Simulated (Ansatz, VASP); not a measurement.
## Two plane-wave programs on BN

INCAR

```
PREC     = Accurate       # precision mode
ENCUT    = 520            # plane-wave cutoff, eV
EDIFF    = 1E-6           # SCF threshold, eV
ISMEAR   = 0              # smearing method
SIGMA    = 0.01           # smearing width, eV
LREAL    = F              # projectors in reciprocal space
LASPH    = T              # aspherical terms in the spheres
NELM     = 60             # most SCF steps
ALGO     = Normal         # electronic algorithm
ISIF     = 2              # what is computed and relaxed
LWAVE    = F              # write WAVECAR
LCHARG   = T              # write CHGCAR
GGA      = PS             # functional
LELF     = T              # ELF
LVHAR    = T            
NBANDS   = 16             # bands
```

File KPOINTS:

```
regular mesh
0
Gamma
  9 9 6
```

POSCAR

```
BN
1.0
    2.5405605600      0.0000000000      0.0000000000
   -1.2702802800      2.2001899848      0.0000000000
    0.0000000000      0.0000000000      4.2026543224
B N
2 2
Direct
    0.3333333333      0.6666666667     -0.0002373567
    0.6666666667      0.3333333333      0.4997626433
    0.3333333333      0.6666666667      0.3742373567
    0.6666666667      0.3333333333      0.8742373567
```

Input for Ansatz:

```yaml
crystal:
  lattice:
    - [2.54056056, 0.0, 0.0]
    - [-1.27028028, 2.2001899848, 0.0]
    - [0.0, 0.0, 4.2026543224]
  atoms:
    - { symbol: B, position: [0.3333333333, 0.6666666667, -0.0002373567] }
    - { symbol: B, position: [0.6666666667, 0.3333333333, 0.4997626433] }
    - { symbol: "N", position: [0.3333333333, 0.6666666667, 0.3742373567] }
    - { symbol: "N", position: [0.6666666667, 0.3333333333, 0.8742373567] }
basis:
  ecutwfc: 420
kpoints:
  mp_grid: { grid: [9, 9, 6] }
  band_path:
    path:
      - [0.0, 0.0, 0.0]
      - [0.0, 0.0, 0.0]
      - [0.0, 0.0, 0.0]
      - [0.0, 0.0, 0.0]
      - [0.0, 0.0, 0.0]
      - [0.0, 0.0, 0.0]
      - [0.0, 0.0, 0.0]
      - [0.0, 0.0, 0.0]
      - [0.0, 0.0, 0.0]
      - [0.0, 0.0, 0.0]
      - [0.0, 0.0, 0.0]
      - [0.0, 0.0, 0.0]
      - [0.0, 0.0, 0.0]
      - [0.0, 0.0, 0.0]
      - [0.0, 0.0, 0.0]
      - [0.0, 0.0, 0.0]
      - [0.0, 0.0, 0.0]
      - [0.0, 0.0, 0.0]
      - [0.0, 0.0, 0.0]
      - [0.0, 0.0, 0.0]
      - [0.0, 0.0, 0.0]
      - [0.0, 0.0, 0.0]
      - [0.0, 0.0, 0.0]
      - [0.0, 0.0, 0.0]
      - [0.0, 0.0, 0.0]
      - [0.0, 0.0, 0.0]
      - [0.3, 0.0, 0.0]
      - [0.3166666667, 0.0, 0.0]
      - [0.3333333333, 0.0, 0.0]
      - [0.35, 0.0, 0.0]
      - [0.3666666667, 0.0, 0.0]
      - [0.3833333333, 0.0, 0.0]
      - [0.4, 0.0, 0.0]
      - [0.4166666667, 0.0, 0.0]
      - [0.4333333333, 0.0, 0.0]
      - [0.45, 0.0, 0.0]
      - [0.4666666667, 0.0, 0.0]
      - [0.4833333333, 0.0, 0.0]
      - [0.5, 0.0, 0.0]
      - [0.5, 0.0, 0.0]
      - [0.5, 0.0, 0.0416666667]
      - [0.5, 0.0, 0.0833333333]
      - [0.5, 0.0, 0.125]
      - [0.5, 0.0, 0.1666666667]
      - [0.5, 0.0, 0.2083333333]
      - [0.5, 0.0, 0.25]
      - [0.5, 0.0, 0.2916666667]
      - [0.5, 0.0, 0.3333333333]
      - [0.5, 0.0, 0.375]
      - [0.5, 0.0, 0.4166666667]
      - [0.5, 0.0, 0.4583333333]
      - [0.5, 0.0, 0.5]
      - [0.3333333333, 0.3333333333, 0.0]
      - [0.3333333333, 0.3333333333, 0.0]
      - [0.3333333333, 0.3333333333, 0.0]
      - [0.3333333333, 0.3333333333, 0.0]
      - [0.3333333333, 0.3333333333, 0.0]
      - [0.3333333333, 0.3333333333, 0.0]
      - [0.3333333333, 0.3333333333, 0.0]
      - [0.3333333333, 0.3333333333, 0.0]
      - [0.3333333333, 0.3333333333, 0.0]
      - [0.3333333333, 0.3333333333, 0.0]
      - [0.3333333333, 0.3333333333, 0.0]
      - [0.3333333333, 0.3333333333, 0.0]
      - [0.3333333333, 0.3333333333, 0.0]
      - [0.0, 0.0, 0.5]
      - [0.0, 0.0, 0.5]
      - [0.0, 0.0, 0.5]
      - [0.0, 0.0, 0.5]
      - [0.0, 0.0, 0.5]
      - [0.0, 0.0, 0.5]
      - [0.0, 0.0, 0.5]
      - [0.0, 0.0, 0.5]
      - [0.0, 0.0, 0.5]
      - [0.0, 0.0, 0.5]
      - [0.0, 0.0, 0.5]
      - [0.0, 0.0, 0.5]
      - [0.0, 0.0, 0.5]
    npoints: 1
hamiltonian:
  xc: pbesol
  pseudopotentials: { kind: paw, azcp: { folder: soft_1 } }
scf:
  occupations: { method: fixed }
  n_extra_bands: 6
output:
  eigenvalues: true
```

Alike in both runs: task single point; functional PBEsol; k mesh 9 × 9 × 6; no spin polarisation.

|  | VASP | Ansatz |
| --- | --- | --- |
| version | VASP 6.6.1 | Ansatz 0.2.0 |
| potentials or method | VASP PAW PBE potentials, release 64 (B, N) | scalar-relativistic, plane waves, PAW |
| plane-wave cutoff (eV) | 520 | 420 |
| occupations | gaussian, width 0.01 eV | fixed |
| valence electrons in the cell | 16 | 16 |

|  | VASP | Ansatz | Ansatz less VASP |
| --- | --- | --- | --- |
| gap on the k mesh at the Fermi level (eV) | 4.95 | 4.96 | +0.013 |
| least direct gap on the mesh (eV) | 8.21 | 8.21 | +0.001 |

Ansatz warned: «pseudo_functional_mismatch».

Caveats: an odd mesh through Γ misses points on the zone boundary, where band edges often lie. As with any semilocal functional, this PBEsol gap is likely too small.
